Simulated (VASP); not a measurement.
The system is CdS (Hawleyite).

```xyz
2
Lattice="0.0000 2.9176 2.9176 2.9176 0.0000 2.9176 2.9176 2.9176 0.0000" Properties=species:S:1:pos:R:3 pbc="T T T"
Cd    5.8353    5.8353    5.8353
S     1.4588    1.4588    1.4588
```

Base run:

- Program: VASP 6.6.1
- Functional: HSE06
- Potentials or basis: VASP PAW PBE potentials, release 64 (Cd, S)
- Cutoff: 520 eV
- k mesh: 6 × 6 × 6
- Occupations: gaussian, width 0.03 eV
- Spin: no spin polarisation

Its results: band gap on the k mesh 2.18 eV, direct; pressure 1.9 GPa.

Question: The run is repeated on the same cell with these changes: functional from HSE06 to PBE; further incar settings from ALGO = Normal; EDIFF = 1e-06; NBANDS = 16 to ALGO = Fast; EDIFF = 1e-06; NBANDS = 16. What comes out?

Answer: Band gap on the k mesh 1.15 eV, direct; pressure 3.2 GPa.

Caveats: the PAW data sets were made with another functional, which shifts forces and pressure a little (some runs).
